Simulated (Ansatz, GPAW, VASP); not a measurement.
# W: programs and potentials compared

```
W
1.0
    -1.58234    1.58234    1.58234
     1.58234   -1.58234    1.58234
     1.58234    1.58234   -1.58234
W
1
Direct
  0.00000 0.00000 0.00000
```

Alike in all runs: task single point; functional LDA; k mesh 12 × 12 × 12; occupations gaussian, width 0.05 eV; no spin polarisation; no spin-orbit coupling. LDA stands for any of its common fits. Pressure is positive in compression and, in plane waves, holds the error of the finite cutoff.

```csv
program and potentials,plane-wave cutoff (eV),notes,band gap (eV),pressure (GPa)
"GPAW, the program's PAW data sets (release 1.2.1) made for this functional",600,-,no gap,-9.92
"Ansatz, all-electron LAPW, scalar-relativistic",-,-,?,?
"VASP, LDA PAW files W_sv, 520 eV",520,-,no gap,-7.36
```

**Question.** Estimate from the other rows what the run with Ansatz, all-electron LAPW, scalar-relativistic gave.

**Answer.** No band gap; pressure -8.99 GPa. The other rows, which needn't bracket it: pressure -9.92 to -7.36.
